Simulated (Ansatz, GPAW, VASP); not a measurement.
**PtAl2: energy against volume and a worked fit**

```cif
data_structure
_symmetry_space_group_name_H-M 'Fm-3m'
_symmetry_Int_Tables_number 225
_cell_length_a 5.9100
_cell_length_b 5.9100
_cell_length_c 5.9100
_cell_angle_alpha 90.000
_cell_angle_beta 90.000
_cell_angle_gamma 90.000
_cell_volume 206.43
loop_
_atom_site_label
_atom_site_type_symbol
_atom_site_symmetry_multiplicity
_atom_site_Wyckoff_symbol
_atom_site_fract_x
_atom_site_fract_y
_atom_site_fract_z
_atom_site_occupancy
Pt1 Pt 4 a 0.00000 0.00000 0.00000 1
Al1 Al 8 c 0.25000 0.25000 0.75000 1
```

The cell was scaled at fixed shape and fractions and run with Ansatz, all-electron LAPW, scalar-relativistic; PBEsol, k mesh 8 × 8 × 8 on the cell of 3 atoms, fermi-dirac occupations of 0.05 eV, no spin polarisation, no spin-orbit coupling. Energies are those that the program minimises, any entropy of the smearing included. For a metal such a mesh isn't converged to the digits shown.

```csv
V (Å³/atom),energy over the lowest row (meV/atom)
16.1700,22.98
16.5140,8.40
16.8580,0.98
17.2021,0.00
17.5461,4.78
17.8902,?
18.2342,29.30
```

**Question.** Fit the third-order Birch-Murnaghan form, give V0, B0 and B′, and predict the energy left open.

**Answer.** With y = (V0/V)^(2/3), E = E0 + (9 V0 B0/16) [(y - 1)³ B′ + (y - 1)² (6 - 4y)]. Least squares through the rows shown give V0 = 17.0846 Å³/atom, E0 = -0.34 meV, B0 = 138.2 GPa (1 eV/Å³ = 160.218 GPa) and B′ = 4.43, with a largest miss of 0.01 meV. At V = 17.8902 the form with these constants gives 14.73 meV; the run gave 14.73 meV an atom. Other set-ups at this level, from all their volumes (Å³/atom, GPa): GPAW, PAW data sets generated for this functional: V0 17.144, B0 137.8; VASP, PBE PAW files Al, Pt, 520 eV (made for PBE): V0 17.083, B0 139.2.

The fitted minimum lies slightly below the volume of the listed cell, and the energy rises more steeply on compression than on expansion, as the positive B′ requires. PtAl2 is expected to be stiffer than aluminium but much softer than platinum, and the fitted modulus fits that picture. Hybridisation between Pt 5d and Al sp states, with some charge drawn towards the more electronegative Pt, probably strengthens the Pt-Al contacts, while dilution by Al removes the dense d-d bonding that makes elemental Pt so stiff. Holding the fractions fixed costs nothing here, since symmetry fixes every site in the fluorite-type cell.

The match at the omitted volume shows that the curve is smooth, but as an interpolation it says little about the accuracy of the modulus. The three set-ups agree closely on stiffness, and GPAW's larger volume probably reflects details of its data sets. Resistance to shear, and stability against other structures or compositions, remain untested by a uniform scaling of one phase.
